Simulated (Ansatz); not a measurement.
# CoPt: relaxation by PAW and LAPW

Aim: relax CoPt (cell and atoms relaxed from the given volume) with PAW and LAPW. Both runs start alike, so that frozen cores can be judged against all electrons.

Program: Ansatz 0.2.0. Level of theory: DFT PBE, scalar-relativistic. These are calculated values, not measurements.

**1. The starting structure**

It takes space group P4/mmm (No. 123, tetragonal). Conventional cell: a = 2.678 Å, b = 2.678 Å, c = 3.725 Å, α = 90.00°, β = 90.00°, γ = 90.00°. Around Co (site symmetry 4/mmm) lie 8 Pt at 2.66 Å and 4 Co at 2.68 Å. Around Pt (site symmetry 4/mmm) lie 8 Co at 2.66 Å and 4 Pt at 2.68 Å.

As a file:

```
Co Pt
1.0
     2.67786    0.00000    0.00000
     0.00000    2.67786    0.00000
     0.00000    0.00000    3.72522
Co Pt
1 1
Direct
  0.00000 0.00000 0.00000
  0.50000 0.50000 0.50000
```

Structure from a Materials Project entry, not relaxed further.

Atoms are numbered in the order of the input: Co1, Pt2.

**2. PAW with frozen cores**

File input.yaml:

```yaml
crystal:
  lattice:
    - [2.677855432, 0.0, 0.0]
    - [0.0, 2.677855432, 0.0]
    - [0.0, 0.0, 3.72521526]
  atoms:
    - { symbol: Co, position: [0.0, 0.0, 0.0], spin: 2.0 }
    - { symbol: Pt, position: [0.5, 0.5, 0.5], spin: 1.0 }
magnetization:
  spin_polarized: true
kpoints:
  mp_grid: { grid: [12, 12, 9] }
scf:
  occupations: { method: fermi_dirac, width: 0.05 }
hamiltonian:
  xc: pbe
  pseudopotentials: { kind: paw }
output:
  forces: true
  stress: true
  efg: { contact_densities: true }
relax:
  f_tol: 0.005
  max_steps: 80
  cell: {}
```

Run with:

```console
ansatz run input.yaml --threads 2 --pin off --max-ram 8192MiB --backend cpu --events-out ev --progress --plain --runs-dir out
```

Standard output, cut to the lines that bear on the results:

```text
Pt: output.efg is read without spin–orbit coupling, which moves field gradients at and beside such atoms by some per cent and up to a factor of two; PAW files take it under magnetization.noncollinear and magnetization.spin_orbit
[...]
Pseudopotentials: kind: paw
Pseudopotential: Co, paw, valence charge 17, recommended cutoff 420 eV (normal)
Pseudopotential: Pt, paw, valence charge 18, recommended cutoff 420 eV (normal)
Functional definition: PBE
[...]
Crystal: 2 atoms, lattice volume = 26.713 Å³
Basis set: ecut = 420 eV, 521 PW (Γ), exchange–correlation on 36×36×50 points (8 copies of the dense FFT grid, shifted against one another)
Bands: 23, of which v1, the nominal top of the filled ones, is band 18 counted from 1 (17 counted from 0)
Symmetry: 16 space group operations
Space group: P4/mmm (ITA 123), of the structure as read, at distance tolerance 3.0e-5 Å
Magnetic group: BNS 123.339 (UNI 999), of the structure as read, at distance tolerance 3.0e-5 Å
k-points: 140 of 1296
[...]
Starting moments: Σ|m| = 3 μB on 2 of 2 sites
[...]
SCF iter   1: F=—  HF=-17648.699453 eV  |F-HF|=—  |Δ(HF+E_count)|=         —  Δρ=5.09e-2 (↑5.09e-2 ↓5.03e-2)  dr2=2.38e0  dr2_m=1.88e-1  M=2.507 μB ∫|m|=2.579 μB  β_m=0.30  ethr=3.10e-3  ⟨swp⟩=5.5  Hψ=24813  notcnv=0
[...]
relax step   1: F+E_penalty+E_count = -17649.33836344 eV  Δ(F+E_penalty+E_count) = +0.000e0 eV  max|allowed force component| = 4.635e-30 eV/Å  Δτ_max = 0.0000 Å  P = +2.994 GPa  Ω = 26.713 Å³  (13 SCF iters, dr2 threshold 1.00e-7 eV, accepted)
[...]
relax step   2: F+E_penalty+E_count = -17649.34147977 eV  Δ(F+E_penalty+E_count) = -3.116e-3 eV  max|allowed force component| = 7.967e-29 eV/Å  Δτ_max = 0.0000 Å  P = -1.092 GPa  Ω = 27.193 Å³  energy of the carried Pulay correction = -3.612e-4 eV  (8 SCF iters, dr2 threshold 2.00e-7 eV, accepted)
[...]
SCF iter   6: F=—  HF=-17649.342033 eV  |F-HF|=—  |Δ(HF+E_count)|=   2.81e-6  Δρ=2.59e-5 (↑2.08e-5 ↓2.59e-5)  dr2=3.64e-7  dr2_m=8.41e-9  M=2.292 μB ∫|m|=2.470 μB  β_m=0.88  ethr=2.36e-9  ⟨swp⟩=2.1  Hψ=11224  notcnv=0
```

**3. The output, continued: cell and atoms relaxed from 1.0 times the given volume**

The log, continued, cut to the lines that bear on the results:

```text
SCF iter   7: F=—  HF=-17649.342033 eV  |F-HF|=—  |Δ(HF+E_count)|=   3.34e-7  Δρ=8.32e-6 (↑8.08e-6 ↓8.32e-6)  dr2=4.38e-8  dr2_m=9.02e-10  M=2.292 μB ∫|m|=2.470 μB  β_m=0.82  ethr=1.04e-9  ⟨swp⟩=2.0  Hψ=9112  notcnv=0
[...]
relax step   3: F+E_penalty+E_count = -17649.34203322 eV  Δ(F+E_penalty+E_count) = -5.535e-4 eV  max|allowed force component| = 9.466e-30 eV/Å  Δτ_max = 0.0000 Å  P = -0.074 GPa  Ω = 27.066 Å³  energy of the carried Pulay correction = -2.681e-4 eV  (8 SCF iters, dr2 threshold 2.00e-7 eV, accepted)
[...]
relax step   4: F+E_penalty+E_count = -17649.34204738 eV  Δ(F+E_penalty+E_count) = -1.415e-5 eV  max|allowed force component| = 1.112e-28 eV/Å  Δτ_max = 0.0000 Å  P = -0.001 GPa  Ω = 27.057 Å³  energy of the carried Pulay correction = -2.616e-4 eV  (6 SCF iters, dr2 threshold 6.18e-8 eV, accepted)
[...]
  atom   1  Co V_zz =    -1.625407   η = 0.0000   by run symmetry: allowed
            electrostatic potential = -3397.339308 V   contact ρ = 114687.156495 e/Å³   contact ρ_s (e/Å³): all electrons -2.473746, valence +2.472319
  atom   2  Pt V_zz =    +5.456857   η = 0.0000   by run symmetry: allowed
            electrostatic potential = -16123.984320 V   contact ρ = 12084574.933567 e/Å³   contact ρ_s (e/Å³): all electrons -9.786832, valence -7.903900
--- Relaxed structure (4 steps of the walk, 4 accepted, 1 SCFs on fresh bases) ---
  F+E_penalty+E_count = -17649.34230428 eV   max|allowed force component| = 5.285e-29 eV/Å   (the final SCF, on the basis selected at the relaxed cell)
  cell:  # Å, volume = 27.0569 Å³
    - [2.697089620339416, 3.895294312154014e-34, 0.0]
    - [3.895294312154014e-34, 2.697089620339416, 0.0]
    - [0.0, 0.0, 3.7195229964837897]
  atoms:
    - { symbol: Co, position: [-1.7980152339187552e-35, -2.247519042398444e-36, 0.0] }
    - { symbol: Pt, position: [0.49999999999999994, 0.49999999999999994, 0.5] }
```

Run time: 22 s. Hardware: 2 threads of Intel Xeon Platinum 8488C (Sapphire Rapids), shared host; peak memory 0.62 GiB.

The steps of the relaxation:

```csv
step,energy from step 1 (eV/cell),largest force component (eV/Å),pressure (GPa),volume (Å³)
1,0.0000,0.0000,2.99,26.71
2,-0.0031,0.0000,-1.09,27.19
3,-0.0037,0.0000,-0.07,27.07
4,-0.0037,0.0000,0.00,27.06
5,-0.0039,0.0000,0.00,27.06
```

Step 1 is the start. Step 5 repeats the geometry before on a plane-wave basis chosen anew for that cell, so the energy can jump there without any move; such jumps are left out of the energy gained.

| input's cell | before | after | change |
| --- | --- | --- | --- |
| a (Å) | 2.678 | 2.697 | +0.7 % |
| b (Å) | 2.678 | 2.697 | +0.7 % |
| c (Å) | 3.725 | 3.720 | -0.2 % |
| volume (Å³/atom) | 13.36 | 13.53 | +1.3 % |

**4. All-electron LAPW**

input.yaml: that of step 2 with these lines changed.

```diff
@@ -16,3 +16,3 @@
   xc: pbe
-  pseudopotentials: { kind: paw }
+  pseudopotentials: { kind: all_electron, lapw: { basis_error: 0.001 } }
 output:
@@ -20,3 +20,2 @@
   stress: true
-  efg: { contact_densities: true }
 relax:
```

Run with:

```console
ansatz run input.yaml --threads 2 --pin off --max-ram 8192MiB --backend cpu --events-out ev --progress --plain --runs-dir out
```

Standard output, cut to the lines that bear on the results:

```text
[...]
LAPW: plane waves up to 9.101 Å⁻¹, error target 1.0e-3 eV per atom; small_component_spin mean_spin; Co in spheres of 1.278 Å, 17 of its electrons in bands, Dirac shells []; Pt in spheres of 1.299 Å, 42 of its electrons in bands, Dirac shells []
[...]
Pseudopotentials: kind: all_electron
Pseudopotential: Co, LAPW, valence charge 17, Koelling and Harmon's equation, gaussian nucleus
Pseudopotential: Pt, LAPW, valence charge 42, Koelling and Harmon's equation, gaussian nucleus
[... 1 set-up line as earlier in the session ...]
[...]
Crystal: 2 atoms, lattice volume = 26.713 Å³
Basis set: ecut = 315.5725214557315 eV, 343 PW (Γ), exchange–correlation at level 2
Bands: 38, of which v1, the nominal top of the filled ones, is band 30 counted from 1 (29 counted from 0)
[... 2 set-up lines as earlier in the session ...]
[...]
spin=Collinear: Kerker preconditioning applied to the charge; magnetization (m = ρ↑ − ρ↓) channel mixes plain (no charge-response kernel on spin).
[...]
the basis was enlarged: its passes take 1.9 MiB over the memory plan, 2 of 2 planned eigensolver slots
[...]
relax step   1: F+E_penalty+E_count = -538875.07857426 eV  Δ(F+E_penalty+E_count) = +0.000e0 eV  max|allowed force component| = 1.726e-30 eV/Å  Δτ_max = 0.0000 Å  P = +2.957 GPa  Ω = 26.713 Å³  (13 SCF iters, accepted)
[...]
relax step   2: F+E_penalty+E_count = -538875.08194880 eV  Δ(F+E_penalty+E_count) = -3.375e-3 eV  max|allowed force component| = 7.673e-31 eV/Å  Δτ_max = 0.0000 Å  P = -1.070 GPa  Ω = 27.187 Å³  (11 SCF iters, accepted)
[...]
SCF iter   2: F=—  HF=-538875.081154 eV  |F-HF|=—  |Δ(HF+E_count)|=   1.97e-4  Δρ=3.30e-4 (↑2.92e-4 ↓3.30e-4)  dr2=2.31e-4  dr2_m=2.54e-6  M=2.290 μB ∫|m|=2.470 μB  β_m=0.34  ethr=5.09e-7  ⟨swp⟩=3.0  Hψ=31632  notcnv=0
[...]
```

**5. The output, continued: cell and atoms relaxed from 1.0 times the given volume, LAPW in place of PAW files**

Output, continued, cut to the lines that bear on the results:

```text
SCF iter   3: F=—  HF=-538875.081402 eV  |F-HF|=—  |Δ(HF+E_count)|=   2.48e-4  Δρ=1.04e-4 (↑8.12e-5 ↓1.04e-4)  dr2=9.85e-6  dr2_m=1.34e-6  M=2.291 μB ∫|m|=2.471 μB  β_m=0.57  ethr=1.67e-8  ⟨swp⟩=2.0  Hψ=52869  notcnv=0
[...]
relax step   3: F+E_penalty+E_count = -538875.08239157 eV  Δ(F+E_penalty+E_count) = -4.428e-4 eV  max|allowed force component| = 2.514e-30 eV/Å  Δτ_max = 0.0000 Å  P = -0.071 GPa  Ω = 27.063 Å³  (10 SCF iters, accepted)
[...]
relax step   4: F+E_penalty+E_count = -538875.08239885 eV  Δ(F+E_penalty+E_count) = -7.281e-6 eV  max|allowed force component| = 5.855e-31 eV/Å  Δτ_max = 0.0000 Å  P = -0.002 GPa  Ω = 27.053 Å³  (8 SCF iters, accepted)
[...]
E sigma→0 (E₀):  -538875.072771 eV
Entropy (-TS):   -0.019257 eV (-9.628 meV/atom)
Fermi energy:    23.745069 eV
[...]
--- Forces (eV/Å), atoms counted from 1 ---
  atom   1  Co    -0.00000000    -0.00000000     0.00000000
  atom   2  Pt     0.00000000     0.00000000     0.00000000
[...]
--- Stress (GPa, compression-positive) ---
        0.012643       0.000000       0.000000
        0.000000       0.012643       0.000000
        0.000000       0.000000      -0.031086
  P = ⅓ Tr σ = -0.0019 GPa (-0.019 kbar)
--- Relaxed structure (4 steps of the walk, 4 accepted, 1 SCFs on fresh bases) ---
  F+E_penalty+E_count = -538875.08239937 eV   max|allowed force component| = 5.300e-31 eV/Å   (the final SCF, on the basis selected at the relaxed cell)
  cell:  # Å, volume = 27.0535 Å³
    - [2.696723158364207, -4.313128650135933e-35, 0.0]
    - [-4.313128650135933e-35, 2.696723158364207, 0.0]
    - [0.0, 0.0, 3.720059970494864]
  atoms:
    - { symbol: Co, position: [-4.775977965096694e-36, 2.2475190423984444e-36, 0.0] }
    - { symbol: Pt, position: [0.5, 0.5, 0.5] }
```

Wall time 2.7 min (2 threads of Intel Xeon Platinum 8488C (Sapphire Rapids), shared host); peak memory 1.1 GiB.

Step by step:

```csv
step,energy from step 1 (eV/cell),largest force component (eV/Å),pressure (GPa),volume (Å³)
1,0.0000,0.0000,2.96,26.71
2,-0.0034,0.0000,-1.07,27.19
3,-0.0038,0.0000,-0.07,27.06
4,-0.0038,0.0000,0.00,27.05
5,-0.0038,0.0000,0.00,27.05
```

Step 1 is the start. Step 5 repeats the geometry before on a plane-wave basis chosen anew for that cell, so the energy can jump there without any move; such jumps are left out of the energy gained.

| input's cell | before | after | change |
| --- | --- | --- | --- |
| a (Å) | 2.678 | 2.697 | +0.7 % |
| b (Å) | 2.678 | 2.697 | +0.7 % |
| c (Å) | 3.725 | 3.720 | -0.1 % |
| volume (Å³/atom) | 13.36 | 13.53 | +1.3 % |

**6. Summary of results**

```
            quantity                                                                      value
           PAW: cell  a = 2.697 Å, b = 2.697 Å, c = 3.720 Å, α = 90.00°, β = 90.00°, γ = 90.00°
         PAW: volume                                                             13.528 Å³/atom
  PAW: energy gained                                                               1.8 meV/atom
 PAW: accepted moves                                                                          3
    PAW: space group                                                            P4/mmm → P4/mmm
          LAPW: cell  a = 2.697 Å, b = 2.697 Å, c = 3.720 Å, α = 90.00°, β = 90.00°, γ = 90.00°
        LAPW: volume                                                             13.527 Å³/atom
 LAPW: energy gained                                                               1.9 meV/atom
LAPW: accepted moves                                                                          3
   LAPW: space group                                                            P4/mmm → P4/mmm
```

In words: By PAW the volume changes by +1.3 % in 3 moves, and the energy falls by 1.8 meV/atom. PAW's final volume lies +0.01 % from LAPW's, and its energy gain differs from LAPW's by less than 0.1 meV/atom. The price, with the outputs that each input asks for: 2.7 min for LAPW against 22 s for PAW, about 7 to one.
